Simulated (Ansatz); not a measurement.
Cu: strain energy, fitted

Cu, Fm-3m, a = 3.563 Å. Ansatz: PBEsol, PAW, 420 eV, Γ-centred 20×20×14 mesh on 2 atoms, Gaussian smearing 0.10 eV; no spin polarisation. Series: biaxial strain in the a-b plane, c and atoms relaxed; x is the strain in per cent. The axes a, b, c are those of the computed cell (2.520, 2.520, 3.563 Å), along [1 1 0], [-1 1 0], [0 0 1] of the cell named above. y is the free energy over the unstrained cell, V0 = 11.312 Å³/atom.

| x (%) | y (meV/atom) |
| --- | --- |
| -6.0 | 57.36 |
| -4.0 | ? |
| -2.0 | 5.62 |
| 0.0 | 0.00 |
| 2.0 | 3.32 |
| 4.0 | 12.12 |
| 6.0 | 23.02 |

Question: Fit y = c2 x² + c3 x³ to the other rows, turn c2 into a modulus, and predict the missing energy.

Answer: Least squares on the rows shown. y = 1.1129 x² − 0.079968 x³. In eV per unit strain² c2 is 11.13; M is the biaxial modulus (E = M V0 ε²): 11.13 × 160.2 / (11.312) = 158 GPa. With a term in x⁴ added, the coefficient of x² becomes 1.062, 5 % less, which shows how far this figure hangs on the form. At x = -4.0 the fit asked for gives 22.92 meV/atom. The run gave 23.41 meV/atom, so the fit is 0.49 meV/atom too low, within twice the rms miss on the fitted rows (0.42 meV/atom).